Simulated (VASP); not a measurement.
# H (I4/mmm) in VASP: a series of runs

One crystal, H, is run at these levels: PBE; tasks: single point.

Everything below comes from runs of VASP 6.6.1. Logs are shortened: lines on timing, memory, paths and dates and some standing lists are left out, and cuts for length are marked.

**1. Starting point**

Symmetry: I4/mmm, No. 139, tetragonal system. The conventional cell has a = 3.383 Å, b = 3.383 Å, c = 4.117 Å, α = 90.00°, β = 90.00°, γ = 90.00°. H (site symmetry 4mm) is surrounded by 1 H at 0.74 Å.

**2. Single point, PBE**

Input file INCAR:

```
SYSTEM = H
  PREC = Accurate
  ENCUT = 550
  EDIFF = 1E-6
  ISMEAR = 0
  SIGMA = 0.05
  LREAL = .FALSE.
  LASPH = .TRUE.
  NELM = 100
  ALGO = Normal
  ISIF = 2
  LWAVE = .FALSE.
  LCHARG = .FALSE.
  GGA = PE
  ADDGRID = .FALSE.
```

Input file KPOINTS:

```
Automatic mesh
0
G
  3 3 3
  0 0 0
```

Input file POSCAR:

```
H
1.0
   -1.6915344700      1.6915344700      2.0584739900
    1.6915344700     -1.6915344700      2.0584739900
    1.6915344700      1.6915344700     -2.0584739900
H
2
Direct
    0.0961830000      0.0949540000      0.0224580000
    0.9170920000      0.8909110000      0.0100700000
```

Potentials or basis: VASP PAW PBE potentials, release 64 (H).

Command:

```
$ cat potpaw_PBE.64/H/POTCAR > POTCAR
$ mpirun -np 1 vasp_std > vasp.out
```

OUTCAR:

```text
SYSTEM = H
   PREC = Accurate
   ENCUT = 550
   EDIFF = 1E-6
   ISMEAR = 0
   LREAL = .FALSE.
   LASPH = .TRUE.
   NELM = 100
   ISIF = 2
   GGA = PE

 Found     14 irreducible k-points:

 Following reciprocal coordinates:
            Coordinates               Weight
  0.000000  0.000000  0.000000      1.000000
  0.333333 -0.000000  0.000000      2.000000
 -0.000000  0.333333  0.000000      2.000000
 -0.000000  0.333333 -0.333333      2.000000
  0.333333 -0.000000 -0.333333      2.000000
  0.333333  0.333333  0.000000      2.000000
   k-points           NKPTS =     14   k-points in BZ     NKDIM =     14   number of bands    NBANDS=      5
   number of dos      NEDOS =    301   number of ions     NIONS =      2
   total plane-waves  NPLWV =  13824
   dimension x,y,z NGX =    24 NGY =   24 NGZ =   24
   dimension x,y,z NGXF=    48 NGYF=   48 NGZF=   48
   ions per type =               2
   NGX,Y,Z   is equivalent  to a cutoff of  12.64, 12.64, 12.64 a.u.
   NGXF,Y,Z  is equivalent  to a cutoff of  25.29, 25.29, 25.29 a.u.
 SYSTEM =  H
   PREC   = accura    normal or accurate (medium, high low for compatibility)
   ISTART =      0    job   : 0-new  1-cont  2-samecut
   ICHARG =      2    charge: 1-file 2-atom 10-const
   ISPIN  =      1    spin polarized calculation?
   LNONCOLLINEAR =      F non collinear calculations
   LSORBIT =      F    spin-orbit coupling
   LASPH  =      T    aspherical Exc in radial PAW
   ENCUT  =  550.0 eV  40.42 Ry    6.36 a.u.   6.03  6.03  6.03*2*pi/ulx,y,z
   NELM   =    100;   NELMIN=  2; NELMDL= -5     # of ELM steps
   EDIFF  = 0.1E-05   stopping-criterion for ELM
   LREAL  =      F    real-space projection
   EDIFFG = 0.1E-04   stopping-criterion for IOM
   NSW    =      0    number of steps for IOM
   IBRION =     -1    ionic relax: 0-MD 1-quasi-New 2-CG
   NFREE  =      0    steps in history (QN), initial steepest desc. (CG)
   ISIF   =      2    stress and relaxation
   ISYM   =      2    0-nonsym 1-usesym 2-fastsym
   POTIM  = 0.5000    time-step for ionic-motion
   TEBEG  =    0.0;   TEEND  =   0.0 temperature during run
   PSTRESS=    0.0 pullay stress
   NELECT =       2.0000    total number of electrons
   NUPDOWN=      -1.0000    fix difference up-down
   EMIN   =  10.00;   EMAX   =-10.00  energy-range for DOS
   EFERMI =   0.00;   METHOD = LEGACY
   ISMEAR =     0;   SIGMA  =   0.05  broadening in eV -4-tet -1-fermi 0-gaus
   EFERMI_NEDOS =   21; number of points for ismear=-14 and -15
   IALGO  =     38    algorithm
   IMIX   =      4    mixing-type and parameters
     AMIX     =   0.40;   BMIX     =  1.00
     AMIX_MAG =   1.60;   BMIX_MAG =  1.00
  volume/ion in A,a.u.               =      11.78        79.49
  Fermi-wavevector in a.u.,A,eV,Ry     =   0.719497  1.359653  7.043413  0.517676
  Thomas-Fermi vector in A             =   1.808708
   LORBIT       =      0    0 simple, 1 ext, 2 COOP (PROOUT), +10 PAW based schemes
   GGA     = PE    functional components
   LHFCALC =     F    Hartree Fock is set to
   AEXX    =    0.0000 exact exchange contribution
   IVDW    =     0    specifies the selected vdW correction
   LEPSILON=     F    determine dielectric tensor
   LRPA    =     F    only Hartree local field effects (RPA)
 non-spin polarized calculation
 Gauss-broadening in eV      SIGMA  =   0.05
  energy-cutoff  :      550.00
  volume of cell :       23.56
 maximum number of plane-waves:       720
   NGX = 11   NGY = 11   NGZ = 11

 number of electron       2.0000000 magnetization

 Free energy of the ion-electron system (eV)
  ---------------------------------------------------
  ext. energy  EPLUGINS =         0.00000000
  ---------------------------------------------------
  free energy    TOTEN  =        -6.78175979 eV

  energy without entropy =       -6.78175979  energy(sigma->0) =       -6.78175979

 E-fermi :  -8.1266     XC(G=0):  -5.3813

 val. band max:       -8.4102436628   @ k =  -0.3333   0.3333   0.3333
 cond. band min:       1.6154281857   @ k =  -0.3333  -0.3333   0.3333
 fundamental gap:     10.0256718485
 Fermi energy:        -8.1265817641

 k-point     1 :       0.0000    0.0000    0.0000
  band No.  band energies     occupation
      1     -10.4400      2.00000
      2       5.5868      0.00000
      3       8.6309      0.00000
      4      15.3784      0.00000
      5      15.3900      0.00000

 k-point     2 :       0.3333   -0.0000    0.0000
  band No.  band energies     occupation
      1      -9.3271      2.00000
      2       1.8534      0.00000
      3       9.2547      0.00000
      4      10.6395      0.00000
      5      12.5979      0.00000

 k-point     3 :      -0.0000    0.3333    0.0000
  band No.  band energies     occupation
      1      -9.3008      2.00000
      2       1.6472      0.00000
      3       9.2470      0.00000
      4      11.0945      0.00000
      5      12.5321      0.00000

 k-point     4 :      -0.0000    0.3333   -0.3333
  band No.  band energies     occupation
      1      -9.3141      2.00000
      2       1.7501      0.00000
      3       9.2530      0.00000
      4      10.8506      0.00000
      5      12.5753      0.00000

 k-point     5 :       0.3333   -0.0000   -0.3333
  band No.  band energies     occupation
      1      -9.3395      2.00000
      2       1.9538      0.00000
      3       9.2503      0.00000
      4      10.4589      0.00000
      5      12.6091      0.00000

 k-point     6 :       0.3333    0.3333    0.0000
  band No.  band energies     occupation
      1      -8.5276      2.00000
      2       2.0210      0.00000
      3       4.2177      0.00000
      4       9.4015      0.00000
      5      11.3910      0.00000

 [... further k-points ...]

------------------------ aborting loop because EDIFF is reached ----------------------------------------

  FORCE on cell =-STRESS in cart. coord.  units (eV):
  Direction    XX          YY          ZZ          XY          YZ          ZX
  --------------------------------------------------------------------------------------
  -------------------------------------------------------------------------------------
  Total        0.0247124      0.0279633     -0.3716915      0.0008001      0.0124539     -0.0370001
  in kB        1.6805754      1.9016576    -25.2770346      0.0544108      0.8469326     -2.5162040
  external PRESSURE =      -7.2316005 kB  Pullay stress =       0.0000000 kB

 VOLUME and BASIS-vectors are now :
 -----------------------------------------------------------------------------
  energy-cutoff  :      550.00
  volume of cell :       23.56
      direct lattice vectors                 reciprocal lattice vectors
    -1.691534470  1.691534470  2.058473990     0.000000000  0.295589602  0.242898381
     1.691534470 -1.691534470  2.058473990     0.295589602  0.000000000  0.242898381
     1.691534470  1.691534470 -2.058473990     0.295589602  0.295589602  0.000000000

 POSITION                                       TOTAL-FORCE (eV/Angst)
 -----------------------------------------------------------------------------------
      0.03591      0.04007      0.34722        -0.046672      0.015724     -0.523328
     -0.02725      0.06132      3.70100         0.046672     -0.015724      0.523328
 -----------------------------------------------------------------------------------
    total drift:                                0.000001      0.000001      0.000002

  FREE ENERGIE OF THE ION-ELECTRON SYSTEM (eV)
  ---------------------------------------------------
  free  energy   TOTEN  =        -6.7817597926 eV

  energy  without entropy=       -6.7817597926  energy(sigma->0) =       -6.78175979
```

OSZICAR:

```text
N       E                     dE             d eps       ncg     rms          rms(c)
DAV:   1    -0.685291347129E+01   -0.68529E+01   -0.56848E+02   140   0.290E+02
DAV:   2    -0.730330805957E+01   -0.45039E+00   -0.45039E+00   180   0.168E+01
DAV:   3    -0.730448788277E+01   -0.11798E-02   -0.11798E-02   155   0.903E-01
DAV:   4    -0.730449060602E+01   -0.27232E-05   -0.27232E-05   180   0.474E-02
DAV:   5    -0.730449061199E+01   -0.59788E-08   -0.59788E-08   155   0.172E-03    0.425E+00
DAV:   6    -0.694707293824E+01    0.35742E+00   -0.18872E-01   140   0.205E+00    0.233E+00
DAV:   7    -0.677845623893E+01    0.16862E+00   -0.41551E-01   140   0.322E+00    0.260E-01
DAV:   8    -0.678255082510E+01   -0.40946E-02   -0.83117E-03   140   0.550E-01    0.160E-01
DAV:   9    -0.678174978923E+01    0.80104E-03   -0.20365E-03   140   0.258E-01    0.110E-02
DAV:  10    -0.678175567382E+01   -0.58846E-05   -0.33913E-05   140   0.484E-02    0.424E-03
DAV:  11    -0.678175969931E+01   -0.40255E-05   -0.46736E-06   140   0.193E-02    0.234E-03
DAV:  12    -0.678175979265E+01   -0.93331E-07   -0.13242E-07    95   0.305E-03
   1 F= -.67817598E+01 E0= -.67817598E+01  d E =-.411091E-16
```

Wall time 1.7 s (1 thread of Intel Xeon Platinum 8488C (Sapphire Rapids), shared host); peak memory 0.12 GiB.

The run converged, but some of its settings lie outside the range that counts as converged, so its numbers aren't taken as properties of the crystal.

What came out:

* Free energy: -6.7818 eV
* Pressure: -0.7 GPa
* Largest force: 0.526 eV/Å
* Band gap on the k mesh: 10.03 eV, indirect (least direct gap 10.28 eV)

Caveat: the k mesh is coarse (spacing up to 0.88 Å⁻¹), so the values aren't converged; an odd mesh through Γ misses points on the zone boundary, where band edges often lie.

[end of part 1 of 2]
